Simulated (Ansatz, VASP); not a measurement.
**One calculation of Mg, two programs**

The input INCAR:

```
SYSTEM = Mg
PREC = Accurate
ENCUT = 520
EDIFF = 1E-6
ISMEAR = 0
SIGMA = 0.1
LREAL = .False.
LASPH = .True.
NELM = 60
ALGO = Fast
ISIF = 2
LWAVE = .False.
LCHARG = .True.
GGA = PE
LELF = .True.
LVHAR = .True.
NBANDS = 9
```

Contents of KPOINTS:

```
Automatic mesh
0
Gamma
  12 12 12
  0 0 0
```

File POSCAR:

```
Mg
1.0
    3.6711586697      0.0000000000      0.0000000000
    0.0000000000      3.6711586697      0.0000000000
    0.2045897135      0.0000000000      3.4098285591
Mg
2
Direct
    0.0000000000      0.0000000000      0.0000000000
    0.5000000000      0.5000000000      0.5000000000
```

Input for Ansatz:

```yaml
crystal:
  lattice:
    - [3.6711586697, 0.0, 0.0]
    - [0.0, 3.6711586697, 0.0]
    - [0.2045897135, 0.0, 3.4098285591]
  atoms:
    - { symbol: Mg, position: [0.0, 0.0, 0.0] }
    - { symbol: Mg, position: [0.5, 0.5, 0.5] }
basis:
  ecutwfc: 420
kpoints:
  mp_grid: { grid: [12, 12, 12] }
hamiltonian:
  xc: pbe
scf:
  occupations: { method: gaussian, width: 0.1 }
output:
  forces: true
  stress: true
  eigenvalues: true
```

Change from the starting cell: shear of c along a, cell held, atoms relaxed: +6.0 %.

Alike in both runs: task single point; functional PBE; k mesh 12 × 12 × 12; occupations gaussian, width 0.1 eV; no spin polarisation.

|  | VASP | Ansatz |
| --- | --- | --- |
| version | VASP 6.6.1 | Ansatz 0.2.0 |
| potentials or method | VASP PAW PBE potentials, release 64 (Mg) | scalar-relativistic, plane waves, PAW |
| plane-wave cutoff (eV) | 520 | 420 |
| valence electrons in the cell | 4 | 20 |

|  | VASP | Ansatz | Ansatz less VASP |
| --- | --- | --- | --- |
| gap on the k mesh at the Fermi level (eV) | none | none | - |
| pressure (GPa) | 0.0 | 0.1 | +0.12 |
| largest component of the traceless stress (GPa) | 1.77 | 1.77 | -0.003 |

A gap of «none» marks a metal or a gap that the smearing closes. The two sets of potentials don't hold the same shells in valence.
